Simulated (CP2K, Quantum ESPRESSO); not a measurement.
# C(110)/Be2B(111) interface (250 atoms) in CP2K, part 2 of 2

Wanted: CP2K inputs and outputs for C(110)/Be2B(111) interface (250 atoms), checked against a plane-wave reference.

Program: CP2K 2026.2; the method stands at each step. Banners, paths, timers and routine set-up lines are dropped from the logs unmarked, and long logs keep their key lines alone; longer cuts are marked.

So far. Step 2 (PBE, DZVP-MOLOPT-SR, 600/50 Ry, diagonalisation): Forces lie 3.9 % from the reference's, at 0.95 times its CPU time. Step 3 (PBE, SZV-MOLOPT-SR, 600/50 Ry, diagonalisation): Against the first run (3.9 %), the force difference from the reference is 55 %, at 0.54 times the CPU time (on 2 against 4 cores), with 880 basis functions against 2830: the smaller basis costs accuracy.

## Step 4: PBE+rVV10L, DZVP-MOLOPT-SR, 600/50 Ry, diagonalisation

Method: Kohn-Sham DFT, PBE+rVV10 (b = 10, rVV10L), GTH-PBE pseudopotentials, Gaussian and plane waves, DZVP-MOLOPT-SR-GTH, diagonalisation.

The input, input.inp:

```
&GLOBAL
  PROJECT cell
  RUN_TYPE ENERGY_FORCE
  PRINT_LEVEL LOW
&END GLOBAL
&FORCE_EVAL
  METHOD QS
  STRESS_TENSOR ANALYTICAL
  &DFT
    BASIS_SET_FILE_NAME BASIS_MOLOPT
    POTENTIAL_FILE_NAME GTH_POTENTIALS
    &MGRID
      CUTOFF 600
      REL_CUTOFF 50
      NGRIDS 5
    &END MGRID
    &QS
      EPS_DEFAULT 1.0E-12
    &END QS
    &SCF
      SCF_GUESS ATOMIC
      EPS_SCF 5.0E-06
      MAX_SCF 200
      ADDED_MOS 111
      &DIAGONALIZATION
        ALGORITHM STANDARD
      &END DIAGONALIZATION
      &SMEAR ON
        METHOD FERMI_DIRAC
        ELECTRONIC_TEMPERATURE [K] 580
      &END SMEAR
      &MIXING
        METHOD BROYDEN_MIXING
        ALPHA 0.15
        NBROYDEN 12
      &END MIXING
      &PRINT
        &RESTART OFF
        &END RESTART
      &END PRINT
    &END SCF
    &XC
      &XC_FUNCTIONAL PBE
      &END XC_FUNCTIONAL
      &VDW_POTENTIAL
        POTENTIAL_TYPE NON_LOCAL
        &NON_LOCAL
          TYPE RVV10
          KERNEL_FILE_NAME rVV10_kernel_table.dat
          PARAMETERS 10.0 0.0093
        &END NON_LOCAL
      &END VDW_POTENTIAL
    &END XC
    &PRINT
      &MULLIKEN ON
      &END MULLIKEN
      &HIRSHFELD ON
        SHAPE_FUNCTION DENSITY
      &END HIRSHFELD
      &MO ON
        EIGENVALUES T
        OCCUPATION_NUMBERS T
        MO_INDEX_RANGE 474 497
        &EACH
          QS_SCF 0
        &END EACH
        ADD_LAST NUMERIC
      &END MO
    &END PRINT
  &END DFT
  &SUBSYS
    &CELL
      A 16.62080 0.00000 0.00000
      B -1.58607 8.59183 0.00000
      C 0.00000 0.00000 12.59103
    &END CELL
    &COORD
      SCALED
[... 250 atom lines left out: the same atoms as in the first run ...]
    &END COORD
    &KIND C
      BASIS_SET DZVP-MOLOPT-SR-GTH-q4
      POTENTIAL GTH-PBE-q4
    &END KIND
    &KIND B
      BASIS_SET DZVP-MOLOPT-SR-GTH-q3
      POTENTIAL GTH-PBE-q3
    &END KIND
    &KIND Be
      BASIS_SET DZVP-MOLOPT-SR-GTH-q4
      POTENTIAL GTH-PBE-q4
    &END KIND
  &END SUBSYS
  &PRINT
    &FORCES ON
    &END FORCES
    &STRESS_TENSOR ON
    &END STRESS_TENSOR
  &END PRINT
&END FORCE_EVAL
```

The run is started by

```console
$ OMP_NUM_THREADS=1 mpirun -np 4 cp2k.psmp -i input.inp > output.txt
```

Numbers of over 12 decimals in the logs are rounded to 6 here.

Log:

```text
CP2K| version string:                                       CP2K version 2026.2
 CP2K| Input file name                                                 input.inp
 GLOBAL| Basis set file name                                        BASIS_MOLOPT
 GLOBAL| Potential file name                                      GTH_POTENTIALS
 GLOBAL| Run type                                                   ENERGY_FORCE
 GLOBAL| Total number of message passing processes                             4
 GLOBAL| Number of threads for this process                                    1
 TOTAL NUMBERS AND MAXIMUM NUMBERS
  Total number of            - Atomic kinds:                                   3
                             - Atoms:                                        250
[... lines left out ...]
                        Smear method:                                FERMI_DIRAC
[... lines left out ...]
 Number of electrons:                                                        970
[... lines left out ...]
  Step     Update method      Time    Convergence         Total energy    Change
[... lines left out ...]
  *** SCF run converged in    19 steps ***
[... lines left out ...]
  Fermi energy:                                                 0.287993
  Total energy:                                             -1870.709698
  Total energy (extrapolated to T->0):                      -1870.699789
[... lines left out ...]
 MO| E(Fermi):            0.287993 a.u.          7.836689 eV
[... lines left out ...]
 !-----------------------------------------------------------------------------!
 !-----------------------------------------------------------------------------!
                           Hirshfeld Charges
  #Atom  Element  Kind  Ref Charge     Population                    Net charge
      1       C      1       4.000          3.972                         0.028
      2       C      1       4.000          4.025                        -0.025
      3       C      1       4.000          3.985                         0.015
[...]
249       Be     3       4.000          3.955                         0.045
    250       Be     3       4.000          3.905                         0.095
  Total Charge                                                           -0.000
 !-----------------------------------------------------------------------------!
 ENERGY| Total FORCE_EVAL ( QS ) energy [hartree]          -1870.710028
 FORCES| Atomic forces [hartree/bohr]
 FORCES|   Atom     x               y               z               |f|
 FORCES|      1  4.80399501E-02  2.71766721E-02  2.79041419E-02   6.18469841E-02
 FORCES|      2 -2.23248378E-02 -5.07915539E-02  4.17066421E-02   6.94091084E-02
 FORCES|      3 -9.27811190E-03 -1.20159466E-02 -6.44728127E-04   1.51948020E-02
[...]
FORCES|    249  2.25004123E-03 -1.02775241E-04  1.56975910E-02   1.58583610E-02
 FORCES|    250 -3.48192884E-03  1.10165482E-02  1.08109949E-02   1.58229509E-02
 FORCES| Sum    -8.89809885E-04 -2.92230452E-04 -7.81060840E-04
 FORCES| Total atomic force                                       1.21951478E-03
 STRESS| Analytical stress tensor [bar]
 STRESS|                        x                   y                   z
 STRESS|      x       -3.07715811604E+04   3.29238477170E+04  -2.52166649954E+02
 STRESS|      y        3.29238477170E+04  -5.86893596487E+04   1.54474640223E+03
 STRESS|      z       -2.52166649954E+02   1.54474640223E+03  -1.28294450391E+05
 STRESS| 1/3 Trace                                            -7.25851304000E+04
```

It took 20 min on 4 MPI ranks of Arm Neoverse N1, shared host; peak memory 12 GiB; 80 min of CPU time.

Numbers from this run, and their distance from the reference:

| Item | Value |
| --- | --- |
| r.m.s. force component | 1.291 eV/Å |
| r.m.s. difference of force components | 42.52 meV/Å |
| longest difference of force vectors | 181 meV/Å |
| force difference over r.m.s. force | 3.37 % |
| slope of forces against the reference's | 1.023 |
| correlation of force components | 0.9997 |
| pressure | -7.258 GPa |
| pressure difference | -0.3935 GPa |

Against the first run (3.9 %), the force difference from the reference is 3.4 %, at 1.3 times the CPU time; another functional landing nearer a PBE reference means that errors partly cancel.

## Step 5: PBE, DZVP-MOLOPT-SR, 300/50 Ry, diagonalisation

Method: Kohn-Sham DFT, PBE, GTH-PBE pseudopotentials, Gaussian and plane waves, DZVP-MOLOPT-SR-GTH, diagonalisation.

Changes to input.inp since step 4:

```diff
@@ -12,5 +12,4 @@
     &MGRID
-      CUTOFF 600
+      CUTOFF 300
       REL_CUTOFF 50
-      NGRIDS 5
     &END MGRID
@@ -44,10 +43,2 @@
       &END XC_FUNCTIONAL
-      &VDW_POTENTIAL
-        POTENTIAL_TYPE NON_LOCAL
-        &NON_LOCAL
-          TYPE RVV10
-          KERNEL_FILE_NAME rVV10_kernel_table.dat
-          PARAMETERS 10.0 0.0093
-        &END NON_LOCAL
-      &END VDW_POTENTIAL
     &END XC
@@ -77,3 +68,2 @@
     &COORD
-      SCALED
 [... 250 atom lines left out: the same atoms as in the first run ...]
```

Log:

```text
CP2K| version string:                                       CP2K version 2026.2
 CP2K| Input file name                                                 input.inp
 GLOBAL| Basis set file name                                        BASIS_MOLOPT
 GLOBAL| Potential file name                                      GTH_POTENTIALS
 GLOBAL| Run type                                                   ENERGY_FORCE
 GLOBAL| Total number of message passing processes                             4
 GLOBAL| Number of threads for this process                                    1
 TOTAL NUMBERS AND MAXIMUM NUMBERS
  Total number of            - Atomic kinds:                                   3
                             - Atoms:                                        250
[... lines left out ...]
                        Smear method:                                FERMI_DIRAC
[... lines left out ...]
 Number of electrons:                                                        970
[... lines left out ...]
  Step     Update method      Time    Convergence         Total energy    Change
[... lines left out ...]
  *** SCF run converged in    19 steps ***
[... lines left out ...]
  Fermi energy:                                                 0.287906
  Total energy:                                             -1871.728558
  Total energy (extrapolated to T->0):                      -1871.718661
[... lines left out ...]
 MO| E(Fermi):            0.287906 a.u.          7.834307 eV
[... lines left out ...]
 !-----------------------------------------------------------------------------!
 !-----------------------------------------------------------------------------!
                           Hirshfeld Charges
  #Atom  Element  Kind  Ref Charge     Population                    Net charge
      1       C      1       4.000          3.972                         0.028
      2       C      1       4.000          4.025                        -0.025
      3       C      1       4.000          3.985                         0.015
[...]
249       Be     3       4.000          3.955                         0.045
    250       Be     3       4.000          3.904                         0.096
  Total Charge                                                           -0.000
 !-----------------------------------------------------------------------------!
 ENERGY| Total FORCE_EVAL ( QS ) energy [hartree]          -1871.728906
 FORCES| Atomic forces [hartree/bohr]
 FORCES|   Atom     x               y               z               |f|
 FORCES|      1  4.82281238E-02  2.75397354E-02  2.80453071E-02   6.22167839E-02
 FORCES|      2 -2.28341239E-02 -5.15859833E-02  4.18442808E-02   7.02385558E-02
 FORCES|      3 -8.86977504E-03 -1.19456313E-02 -9.15318986E-04   1.49066705E-02
[...]
FORCES|    249 -1.74468706E-02 -4.05642530E-02  6.08481169E-02   7.51820807E-02
 FORCES|    250  7.65868711E-04 -1.84279838E-02  4.78385194E-02   5.12708600E-02
 FORCES| Sum     2.23152294E-01  1.09944100E-01 -5.86891073E-01
 FORCES| Total atomic force                                       6.37436886E-01
 STRESS| Analytical stress tensor [bar]
 STRESS|                        x                   y                   z
 STRESS|      x       -8.02491214341E+02   2.67345435671E+04  -2.61054853693E+02
 STRESS|      y        2.67345435671E+04  -2.68493374226E+04   1.14664834507E+03
 STRESS|      z       -2.61054853693E+02   1.14664834507E+03  -9.29786556136E+04
 STRESS| 1/3 Trace                                            -4.02101614168E+04
```

It took 15 min on 4 MPI ranks; peak memory 4.2 GiB; 60 min of CPU time.

Compared with the plane-wave run:

```
r.m.s. force component                          : 1.573 eV/Å
r.m.s. difference of force components           : 851.3 meV/Å
longest difference of force vectors             : 5519 meV/Å
force difference over r.m.s. force              : 67.47 %
slope of forces against the reference's         : 1.05
correlation of force components                 : 0.842
pressure                                        : -4.021 GPa
pressure difference                             : 2.844 GPa
energy less the same-level run's                : -42.28 meV/atom
r.m.s. force difference from the same-level run : 846.2 meV/Å
```

This is a coarse setting, run to see what it loses.

Against the first run (3.9 %), the force difference from the reference is 67 %, at 0.97 times the CPU time: the grid matters here.

The difference per atom is largest on Be (2.8 eV/Å on average, against 0.08 on C). The forces add up to 33 eV/Å instead of zero, usually a sign of too coarse a grid.

## Step 6: PBE, DZVP-MOLOPT-SR, 420/50 Ry, diagonalisation

Method: Kohn-Sham DFT, PBE, GTH-PBE pseudopotentials, Gaussian and plane waves, DZVP-MOLOPT-SR-GTH, diagonalisation.

Changes to input.inp since step 5:

```diff
@@ -12,3 +12,3 @@
     &MGRID
-      CUTOFF 300
+      CUTOFF 420
       REL_CUTOFF 50
@@ -68,2 +68,3 @@
     &COORD
+      SCALED
 [... 250 atom lines left out: the same atoms as in the first run ...]
```

Log:

```text
CP2K| version string:                                       CP2K version 2026.2
 CP2K| Input file name                                                 input.inp
 GLOBAL| Basis set file name                                        BASIS_MOLOPT
 GLOBAL| Potential file name                                      GTH_POTENTIALS
[... lines left out ...]
 Number of electrons:                                                        970
[... lines left out ...]
  Step     Update method      Time    Convergence         Total energy    Change
[... lines left out ...]
  *** SCF run converged in    19 steps ***
[... lines left out ...]
  Fermi energy:                                                 0.288114
  Total energy:                                             -1871.414897
  Total energy (extrapolated to T->0):                      -1871.404995
[... lines left out ...]
 MO| E(Fermi):            0.288114 a.u.          7.839992 eV
[... lines left out ...]
 ENERGY| Total FORCE_EVAL ( QS ) energy [hartree]          -1871.415246
[... lines left out ...]
 FORCES|      1  4.83303596E-02  2.77723506E-02  2.84291104E-02   6.25726892E-02
 FORCES|      2 -2.28418769E-02 -5.14849743E-02  4.19099579E-02   7.02061143E-02
 FORCES|      3 -9.13808757E-03 -1.17166330E-02 -8.26590645E-04   1.48817803E-02
[...]
FORCES|    249  9.27786401E-03 -4.06952282E-03  2.83523902E-02   3.01081020E-02
 FORCES|    250  2.60265219E-03  1.50716044E-02  8.50970993E-03   1.75026347E-02
 FORCES| Sum    -4.49478001E-02 -4.63569378E-02  1.75111440E-01
 FORCES| Total atomic force                                       1.86636777E-01
 STRESS| Analytical stress tensor [bar]
 STRESS|                        x                   y                   z
 STRESS|      x       -1.50438586083E+04   3.08948880447E+04  -3.28318076099E+02
 STRESS|      y        3.08948880447E+04  -3.82076544552E+04   1.56453512221E+03
 STRESS|      z       -3.28318076099E+02   1.56453512221E+03  -1.12848668866E+05
 STRESS| 1/3 Trace                                            -5.53667273097E+04
```

Run time: 14 min. Hardware: 4 MPI ranks; peak memory 5.3 GiB; 54 min of CPU time.

Against the reference:

```
r.m.s. force component                          : 1.316 eV/Å
r.m.s. difference of force components           : 244.7 meV/Å
longest difference of force vectors             : 1216 meV/Å
force difference over r.m.s. force              : 19.4 %
slope of forces against the reference's         : 1.025
correlation of force components                 : 0.9829
pressure                                        : -5.537 GPa
pressure difference                             : 1.328 GPa
energy less the same-level run's                : -8.143 meV/atom
r.m.s. force difference from the same-level run : 244.9 meV/Å
```

Against the first run (3.9 %), the force difference from the reference is 19 %, at 0.87 times the CPU time: the grid matters here.

The difference per atom is largest on Be (0.82 eV/Å on average, against 0.078 on C). The forces add up to 9.6 eV/Å instead of zero, usually a sign of too coarse a grid.

## Step 7: Side by side

Differences are against the plane-wave reference, forces as r.m.s. over components; share is that over the reference's r.m.s. force, slope the least-squares factor from reference forces to these. Total energies of different programs have different zeros and aren't compared.

```tsv
run	Δ force, r.m.s. (meV/Å)	share (%)	slope	Δ pressure (GPa)	cores	CPU time	memory (GiB)
reference	-	-	-	-	4	65 min	7.5
CP2K PBE, DZVP-MOLOPT-SR, 600/50 Ry, diagonalisation	48.9	3.88	1.029	0.294	4	62 min	7.8
CP2K PBE, SZV-MOLOPT-SR, 600/50 Ry, diagonalisation (coarse)	691	54.7	1.314	21.9	2	34 min	5.5
CP2K PBE+rVV10L, DZVP-MOLOPT-SR, 600/50 Ry, diagonalisation	42.5	3.37	1.023	-0.394	4	80 min	12
CP2K PBE, DZVP-MOLOPT-SR, 300/50 Ry, diagonalisation (coarse)	851	67.5	1.050	2.84	4	60 min	4.2
CP2K PBE, DZVP-MOLOPT-SR, 420/50 Ry, diagonalisation (coarse)	245	19.4	1.025	1.33	4	54 min	5.3
```

Rows marked coarse were listed beforehand as settings not expected to be converged; some can still land near the reference.

CPU time is summed over cores on a shared host, where runs went side by side, so it is rough. Symmetry, cutoffs, thresholds, outputs and thread counts weren't matched or tuned between programs; memory under MPI is the largest rank's times the ranks.

Mean charges by element (e), by run and scheme:

```tsv
run	scheme	C	B	Be
CP2K PBE, DZVP-MOLOPT-SR, 600/50 Ry, diagonalisation	Mulliken	-0.01	-0.65	+0.35
CP2K PBE, DZVP-MOLOPT-SR, 600/50 Ry, diagonalisation	Hirshfeld	0.00	-0.11	+0.06
CP2K PBE+rVV10L, DZVP-MOLOPT-SR, 600/50 Ry, diagonalisation	Mulliken	-0.01	-0.64	+0.34
CP2K PBE+rVV10L, DZVP-MOLOPT-SR, 600/50 Ry, diagonalisation	Hirshfeld	0.00	-0.11	+0.06
CP2K PBE, DZVP-MOLOPT-SR, 420/50 Ry, diagonalisation	Mulliken	-0.01	-0.65	+0.35
CP2K PBE, DZVP-MOLOPT-SR, 420/50 Ry, diagonalisation	Hirshfeld	0.00	-0.11	+0.06
```

Within one program, basis, potentials and functional, energies share a zero. Each run against its twin at the usual cutoff or grid and solver:

```tsv
run	twin	Δ energy (meV/atom)	Δ force, r.m.s. (meV/Å)	CPU time over the twin's
CP2K PBE, DZVP-MOLOPT-SR, 300/50 Ry, diagonalisation	DZVP-MOLOPT-SR, 600/50 Ry, diagonalisation	-42.3	846	0.96
CP2K PBE, DZVP-MOLOPT-SR, 420/50 Ry, diagonalisation	DZVP-MOLOPT-SR, 600/50 Ry, diagonalisation	-8.14	245	0.87
```

## Step 8: What came out

- nearest in forces: CP2K PBE+rVV10L, DZVP-MOLOPT-SR, 600/50 Ry, diagonalisation, 3.4 %
- its CPU time: 80 min

**Reading.** The PBE run in local orbitals, coarse settings apart, differs by 3.9 % (CP2K PBE, DZVP-MOLOPT-SR, 600/50 Ry, diagonalisation); basis, grid and potentials can all enter. Rows with another functional or a dispersion term differ by 3.4 % (CP2K PBE+rVV10L, DZVP-MOLOPT-SR, 600/50 Ry, diagonalisation), which mixes the change of model with differences of basis and potentials. Runs with settings chosen to be coarse differ by 19 % (CP2K PBE, DZVP-MOLOPT-SR, 420/50 Ry, diagonalisation) to 67 % (CP2K PBE, DZVP-MOLOPT-SR, 300/50 Ry, diagonalisation), their programs' other errors included. None of the electronic-structure runs in the table takes under half the reference's CPU time of 65 min; they take 0.52 to 1.2 times as much. In pressure, CP2K PBE, SZV-MOLOPT-SR, 600/50 Ry, diagonalisation misses by +21.9 GPa, at the same functional. Charges hang on scheme and program or settings: among these rows the mean for B runs from -0.65 to -0.11 e. The reference's pressure holds the uncorrected Pulay stress of its 45 Ry basis, so small pressure differences, and their order, may be the reference's own error. The reference's stress is far from hydrostatic: its diagonal is -2.6, -5.5, -12.6 GPa, compression counted positive. The host structure and its lattice constant were typed by rule, without a check against the phase diagram. The reference's pressure of -6.9 GPa belongs to a cell and atoms that aren't relaxed at this level. The electronic-structure runs sample only Γ, in a cell whose shortest periodic width is 9 Å, which is coarse for a cell with partly filled levels.

[Also dropped from logs without a mark: logging warnings of Python, and SIESTA's first energy breakdown and zero terms.]

[Logs are printed without paths, hosts, clocks, repeated set-up lines and the standing remarks that a program may print on its own settings, such as how far it seeks lower states.]

[Hosts, paths, dates, database ids (printed as entryN), source tags and the programs' standing remarks are cut or masked in the printed files.]
